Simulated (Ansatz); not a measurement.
An input for Ansatz 0.2.0 (GeSe (Pnma)):

```yaml
crystal:
  lattice:
    - [10.79, 0.0, 0.0]
    - [0.0, 3.82, 0.0]
    - [0.0, 0.0, 4.38]
  atoms:
    - { symbol: Ge, position: [0.121, 0.75, 0.894] }
    - { symbol: Ge, position: [0.621, 0.75, 0.606] }
    - { symbol: Ge, position: [0.379, 0.25, 0.394] }
    - { symbol: Ge, position: [0.879, 0.25, 0.106] }
    - { symbol: Se, position: [0.852, 0.75, 0.497] }
    - { symbol: Se, position: [0.352, 0.75, 0.003] }
    - { symbol: Se, position: [0.648, 0.25, 0.997] }
    - { symbol: Se, position: [0.148, 0.25, 0.503] }
kpoints:
  mp_grid: { grid: [2, 4, 4] }
hamiltonian:
  xc: { exchange: pbe, correlation: pbe, exx: { coeff: 0.15 } }
  pseudopotentials: { kind: paw, azcp: { folder: soft_1 } }
scf:
  occupations: { method: fixed }
gw:
  n_empty_bands: 753
  ecut_chi: 150.0
  qp_bands: [v2, c2]
  qp_kpoints: band_edges
  screening: { model: contour_deformation }
```

The database entry behind the starting cell differs from later determinations by our own check (about 0.3 % short), so it need not match the best structure at ambient conditions.

```sh
ansatz run input.yaml --threads 3 --pin off --max-ram 92160MiB --backend cuda --events-out ev --progress --plain --runs-dir out --devices 1 --max-vram 13GiB
```

**Question.** Estimate wall time and host memory on 1 × NVIDIA H100 80GB HBM3 (shared by 6 runs) with 3 threads of AMD EPYC 7R13 (Zen 3), shared host.

It took 3.8 min; on shared hardware allow 1.9 min to 7.6 min. Peak host memory was 4.1 GiB. The sizes that set the cost: 3547 plane waves a state, 18 irreducible k points, 813 bands summed, 763 plane waves in the screening and 17 SCF cycles.

The screening grows as filled bands × empty bands × pairs of k points, times the square of the screening basis for the matrix.

[Paths, hosts, dates, memory and timing lines, banners, echoed tables and standing remarks are left out of the program output.]

[Logs are printed without paths, hosts, clocks, repeated set-up lines and the standing remarks that a program may print on its own settings, such as how far it seeks lower states.]

[Runs of the session that timed out or met a known fault of the program may be left out.]

[Cells called generated may have been cut or substituted from an entry of the Crystallography Open Database or the Materials Project.]

[Hosts, paths, dates, database ids (printed as entryN), source tags and the programs' standing remarks are cut or masked in the printed files.]
